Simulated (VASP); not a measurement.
# Ru (P6_3/mmc) in VASP: a series of runs, part 2 of 2

VASP 6.6.1. The steps go on from the part before.

**4. Single point, PBEsol (grid = ENCUT=400 dk=0.9 cell=2x2x1 ISMEAR=1 SIGMA=0.1 LREAL=Auto EDIFF=1e-06)**

Contents of INCAR:

```
SYSTEM = Ru
ALGO = Fast
EDIFF = 1E-6
ENCUT = 400
GGA = PS
ISIF = 2
ISMEAR = 1
LASPH = .True.
LCHARG = .False.
LREAL = Auto
LWAVE = .False.
NBANDS = 64
NELM = 120
PREC = Accurate
SIGMA = 0.1
```

Contents of KPOINTS:

```
k-points
0
Gamma
  2 2 2
  0 0 0
```

Contents of POSCAR:

```
Ru
1.0
    5.4116000000      0.0000000000      0.0000000000
   -2.7058000000      4.6865830752      0.0000000000
    0.0000000000      0.0000000000      4.2819000000
Ru
8
Direct
    0.3333333334      0.1666666666      0.7500000000
    0.3333333334      0.6666666666      0.7500000000
    0.8333333333      0.1666666666      0.7500000000
    0.8333333333      0.6666666666      0.7500000000
    0.1666666666      0.3333333334      0.2500000000
    0.1666666666      0.8333333333      0.2500000000
    0.6666666666      0.3333333334      0.2500000000
    0.6666666666      0.8333333333      0.2500000000
```

Potentials or basis: VASP PAW PBE potentials, release 64 (Ru_pv).

The run is started by

```console
cat potpaw_PBE.64/Ru_pv/POTCAR > POTCAR
mpirun -np 1 vasp_std > vasp.out
```

OUTCAR:

```text
SYSTEM = Ru
   EDIFF = 1E-6
   ENCUT = 400
   GGA = PS
   ISIF = 2
   ISMEAR = 1
   LASPH = .True.
   LREAL = Auto
   NELM = 120
   PREC = Accurate

 Found      4 irreducible k-points:

 Following reciprocal coordinates:
            Coordinates               Weight
  0.000000  0.000000  0.000000      1.000000
  0.500000  0.000000  0.000000      3.000000
  0.000000  0.000000  0.500000      1.000000
  0.500000  0.000000  0.500000      3.000000
   k-points           NKPTS =      4   k-points in BZ     NKDIM =      4   number of bands    NBANDS=     64
   number of dos      NEDOS =    301   number of ions     NIONS =      8
   total plane-waves  NPLWV =  36288
   dimension x,y,z NGX =    36 NGY =   36 NGZ =   28
   dimension x,y,z NGXF=    72 NGYF=   72 NGZF=   56
   ions per type =               8
   NGX,Y,Z   is equivalent  to a cutoff of  11.06, 11.06, 10.87 a.u.
   NGXF,Y,Z  is equivalent  to a cutoff of  22.12, 22.12, 21.74 a.u.
 SYSTEM =  Ru
   PREC   = accura    normal or accurate (medium, high low for compatibility)
   ISTART =      0    job   : 0-new  1-cont  2-samecut
   ICHARG =      2    charge: 1-file 2-atom 10-const
   ISPIN  =      1    spin polarized calculation?
   LNONCOLLINEAR =      F non collinear calculations
   LSORBIT =      F    spin-orbit coupling
   LASPH  =      T    aspherical Exc in radial PAW
   ENCUT  =  400.0 eV  29.40 Ry    5.42 a.u.   8.82  8.82  6.98*2*pi/ulx,y,z
   NELM   =    120;   NELMIN=  2; NELMDL= -5     # of ELM steps
   EDIFF  = 0.1E-05   stopping-criterion for ELM
   LREAL  =      T    real-space projection
   EDIFFG = 0.1E-04   stopping-criterion for IOM
   NSW    =      0    number of steps for IOM
   IBRION =     -1    ionic relax: 0-MD 1-quasi-New 2-CG
   NFREE  =      0    steps in history (QN), initial steepest desc. (CG)
   ISIF   =      2    stress and relaxation
   ISYM   =      2    0-nonsym 1-usesym 2-fastsym
   POTIM  = 0.5000    time-step for ionic-motion
   TEBEG  =    0.0;   TEEND  =   0.0 temperature during run
   PSTRESS=    0.0 pullay stress
   NELECT =     112.0000    total number of electrons
   NUPDOWN=      -1.0000    fix difference up-down
   EMIN   =  10.00;   EMAX   =-10.00  energy-range for DOS
   EFERMI =   0.00;   METHOD = LEGACY
   ISMEAR =     1;   SIGMA  =   0.10  broadening in eV -4-tet -1-fermi 0-gaus
   EFERMI_NEDOS =   21; number of points for ismear=-14 and -15
   IALGO  =     68    algorithm
   IMIX   =      4    mixing-type and parameters
     AMIX     =   0.40;   BMIX     =  1.00
     AMIX_MAG =   1.60;   BMIX_MAG =  1.00
  volume/ion in A,a.u.               =      13.57        91.61
  Fermi-wavevector in a.u.,A,eV,Ry     =   1.654022  3.125649 37.222674  2.735789
  Thomas-Fermi vector in A             =   2.742361
   LORBIT       =      0    0 simple, 1 ext, 2 COOP (PROOUT), +10 PAW based schemes
   GGA     = PS    functional components
   LHFCALC =     F    Hartree Fock is set to
   AEXX    =    0.0000 exact exchange contribution
   IVDW    =     0    specifies the selected vdW correction
   LEPSILON=     F    determine dielectric tensor
   LRPA    =     F    only Hartree local field effects (RPA)
 non-spin polarized calculation
 RMM-DIIS sequential band-by-band and
 Methfessel and Paxton  Order N= 1 SIGMA  =   0.10
  energy-cutoff  :      400.00
  volume of cell :      108.60
 maximum number of plane-waves:      1994
 NGX is ok and might be reduce to    36
   NGX = 17   NGY = 17   NGZ = 13

 number of electron     112.0000028 magnetization

 Free energy of the ion-electron system (eV)
  ---------------------------------------------------
  ext. energy  EPLUGINS =         0.00000000
  ---------------------------------------------------
  free energy    TOTEN  =       -82.79472048 eV

  energy without entropy =      -82.77606764  energy(sigma->0) =      -82.78850286

 E-fermi :  12.8185     XC(G=0): -14.2693

 val. band max:       12.4708217249   @ k =   0.5000   0.0000   0.0000
 cond. band min:      12.8385979073   @ k =   0.5000   0.0000   0.0000
 fundamental gap:      0.3677761824
 Fermi energy:        12.8184603557

 k-point     1 :       0.0000    0.0000    0.0000
  band No.  band energies     occupation
      1     -30.9013      2.00000
      2     -30.5972      2.00000
      3     -30.5972      2.00000
      4     -30.5972      2.00000
      5     -30.4154      2.00000
      6     -30.4154      2.00000
[... 257 lines left out ...]
     63      14.4305     -0.00000
     64      14.4305     -0.00000

------------------------ aborting loop because EDIFF is reached ----------------------------------------

  FORCE on cell =-STRESS in cart. coord.  units (eV):
  Direction    XX          YY          ZZ          XY          YZ          ZX
  --------------------------------------------------------------------------------------
  -------------------------------------------------------------------------------------
  Total       -5.7601938     -5.7601938    -10.6244467      0.0000000     -0.0000000      0.0000000
  in kB      -84.9824311    -84.9824311   -156.7466889      0.0000000     -0.0000000      0.0000000
  external PRESSURE =    -108.9038504 kB  Pullay stress =       0.0000000 kB

 VOLUME and BASIS-vectors are now :
 -----------------------------------------------------------------------------
  energy-cutoff  :      400.00
  volume of cell :      108.60
      direct lattice vectors                 reciprocal lattice vectors
     5.411600000  0.000000000  0.000000000     0.184788233  0.106687536  0.000000000
    -2.705800000  4.686583075  0.000000000     0.000000000  0.213375072  0.000000000
     0.000000000  0.000000000  4.281900000     0.000000000  0.000000000  0.233541185

 POSITION                                       TOTAL-FORCE (eV/Angst)
 -----------------------------------------------------------------------------------
      1.35290      0.78110      3.21143        -0.000000      0.000000      0.000000
      0.00000      3.12439      3.21143        -0.000000      0.000000      0.000000
      4.05870      0.78110      3.21143         0.000000      0.000000     -0.000000
      2.70580      3.12439      3.21143        -0.000000      0.000000     -0.000000
     -0.00000      1.56219      1.07048        -0.000000     -0.000000     -0.000000
     -1.35290      3.90549      1.07048        -0.000000     -0.000000     -0.000000
      2.70580      1.56219      1.07048         0.000000     -0.000000      0.000000
      1.35290      3.90549      1.07048         0.000000     -0.000000     -0.000000
 -----------------------------------------------------------------------------------
    total drift:                                0.000001      0.000001      0.000000

  FREE ENERGIE OF THE ION-ELECTRON SYSTEM (eV)
  ---------------------------------------------------
  free  energy   TOTEN  =       -82.7947204787 eV

  energy  without entropy=      -82.7760676356  energy(sigma->0) =      -82.78850286
```

Run time: 34 s. Hardware: 1 thread of Intel Xeon Platinum 8488C (Sapphire Rapids), shared host; peak memory 0.18 GiB.

These settings aren't checked as converged: the numbers below hold their error.

Results:

```
Free energy            : -82.7947 eV
Pressure               : -10.9 GPa
Band gap on the k mesh : none (metal or under the smearing width)
```

Caveat: the k mesh is coarse (spacing up to 0.73 Å⁻¹), so the values aren't converged; the PAW data sets were made with another functional, which shifts forces and pressure a little.

**5. Single point, PBEsol (grid = ENCUT=400 dk=0.6 cell=2x2x1 ISMEAR=1 SIGMA=0.1 LREAL=Auto EDIFF=1e-06)**

INCAR is that of step 4.

Contents of KPOINTS:

```
k-points
0
Gamma
  3 3 3
  0 0 0
```

POSCAR is that of step 4.

Potentials or basis: VASP PAW PBE potentials, release 64 (Ru_pv).

The run is started by

```console
cat potpaw_PBE.64/Ru_pv/POTCAR > POTCAR
mpirun -np 1 vasp_std > vasp.out
```

OUTCAR:

```text
SYSTEM = Ru
   EDIFF = 1E-6
   ENCUT = 400
   GGA = PS
   ISIF = 2
   ISMEAR = 1
   LASPH = .True.
   LREAL = Auto
   NELM = 120
   PREC = Accurate

 Found      6 irreducible k-points:

 Following reciprocal coordinates:
            Coordinates               Weight
  0.000000  0.000000  0.000000      1.000000
  0.333333  0.000000  0.000000      6.000000
  0.333333  0.333333  0.000000      2.000000
  0.000000  0.000000  0.333333      2.000000
  0.333333  0.000000  0.333333     12.000000
  0.333333  0.333333  0.333333      4.000000
   k-points           NKPTS =      6   k-points in BZ     NKDIM =      6   number of bands    NBANDS=     64
[... 483 lines left out ...]
  Total       -2.8988905     -2.8988905     -7.4016951      0.0000000      0.0000000      0.0000000
  in kB      -42.7684851    -42.7684851   -109.2001525      0.0000000      0.0000000      0.0000000
  external PRESSURE =     -64.9123742 kB  Pullay stress =       0.0000000 kB

 VOLUME and BASIS-vectors are now :
 -----------------------------------------------------------------------------
  energy-cutoff  :      400.00
  volume of cell :      108.60
      direct lattice vectors                 reciprocal lattice vectors
     5.411600000  0.000000000  0.000000000     0.184788233  0.106687536  0.000000000
    -2.705800000  4.686583075  0.000000000     0.000000000  0.213375072  0.000000000
     0.000000000  0.000000000  4.281900000     0.000000000  0.000000000  0.233541185

 POSITION                                       TOTAL-FORCE (eV/Angst)
 -----------------------------------------------------------------------------------
      1.35290      0.78110      3.21143         0.000000      0.000000      0.000000
      0.00000      3.12439      3.21143        -0.000000      0.000000     -0.000000
      4.05870      0.78110      3.21143         0.000000     -0.000000     -0.000000
      2.70580      3.12439      3.21143        -0.000000      0.000000      0.000000
     -0.00000      1.56219      1.07048        -0.000000     -0.000000      0.000000
     -1.35290      3.90549      1.07048         0.000000      0.000000     -0.000000
      2.70580      1.56219      1.07048         0.000000     -0.000000     -0.000000
      1.35290      3.90549      1.07048        -0.000000     -0.000000      0.000000
 -----------------------------------------------------------------------------------
    total drift:                                0.000001      0.000001      0.000000

  FREE ENERGIE OF THE ION-ELECTRON SYSTEM (eV)
  ---------------------------------------------------
  free  energy   TOTEN  =       -81.0164108058 eV

  energy  without entropy=      -81.0196045364  energy(sigma->0) =      -81.01747538
```

Run time: 49 s. Hardware: 1 thread of Intel Xeon Platinum 8488C (Sapphire Rapids), shared host; peak memory 0.18 GiB.

These settings aren't checked as converged: the numbers below hold their error.

What came out:

```yaml
Free_energy: -81.0164 eV
Pressure: -6.5 GPa
Band_gap_on_the_k_mesh: none (metal or under the smearing width)
```

Caveat: the k mesh is coarse (spacing up to 0.49 Å⁻¹), so the values aren't converged; the PAW data sets were made with another functional, which shifts forces and pressure a little.
